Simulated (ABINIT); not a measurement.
Au, 1 atom in the cell. Symmetry: Fm-3m, No. 225, cubic system. Conventional cell: a = 4.161 Å, b = 4.161 Å, c = 4.161 Å, α = 90.00°, β = 90.00°, γ = 90.00°. Around Au (site symmetry m-3m) lie 12 Au at 2.94 Å.  The cell isn't the ideal one: cell relaxed.

* Program: ABINIT 10.8.3 (patched build)
* Task: single point
* Functional: PBE
* Potentials or basis: PseudoDojo NC SR PBE v0.5 standard
* Cutoff: 1034 eV
* k mesh: 8 × 8 × 8
* Occupations: fermi-dirac, width 0.05 eV
* Spin: no spin polarisation

Potentials or basis: PseudoDojo NC SR PBE v0.5 standard.

Launch:

```sh
$ abinit run.abi > log 2>&1
```

Hardware: 1 thread of Arm Neoverse V1, with other jobs on the host.

How long does it take, and how much memory?

Run time: 13 s on 1 thread of Arm Neoverse V1, on a shared host, peak memory 0.07 GiB. Counts: scf iterations 8, mpi ranks 1, k points 29, bands 14, plane waves 1374.
